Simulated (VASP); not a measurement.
# P: single point with LDA

The system is P.

```
P
1.0
     0.00000    1.82709    1.82709
     1.82709    0.00000    1.82709
     1.82709    1.82709    0.00000
P
1
Cartesian
  0.0000 0.0000 0.0000
```

This isn't the form of P at room conditions, which is orthorhombic.

```json
{
 "Program": "VASP 6.6.1",
 "Task": "single point",
 "Functional": "LDA",
 "Potentials or basis": "VASP PAW LDA potentials, release 64 (P)",
 "Cutoff": "520 eV",
 "k mesh": "16 × 16 × 16",
 "Occupations": "fermi-dirac, width 0.1 eV",
 "Spin": "no spin polarisation",
 "Dipole correction": "no",
 "Further INCAR settings": "ALGO = Fast; EDIFF = 1e-07; NBANDS = 8"
}
```

The pressure is 17.6 GPa and the band gap on the k mesh is none (metal or under the smearing width).

Levels at points of the mesh, in eV from the Fermi level:
```
           k point  band 1  band 2  band 3  band 4  band 5  band 6  band 7
(0.00, 0.00, 0.00)  -18.25    8.42    8.42    8.42   11.82   11.82   11.82
(0.50, 0.00, 0.00)  -11.17   -9.53    5.96    5.96   10.73   10.73   12.13
(0.50, 0.50, 0.00)   -7.93   -7.91    0.84    0.84    3.78    5.33   25.18
```

Wall time 15 s on 1 thread of Intel(R) Xeon(R) Platinum 8259CL CPU @ 2.50GHz (Skylake/Cascade Lake), with other jobs on the host, peak memory 0.12 GiB.

Caveat: so large a pressure means that the cell lies far from this level's equilibrium, or that cutoff or potentials fall short.
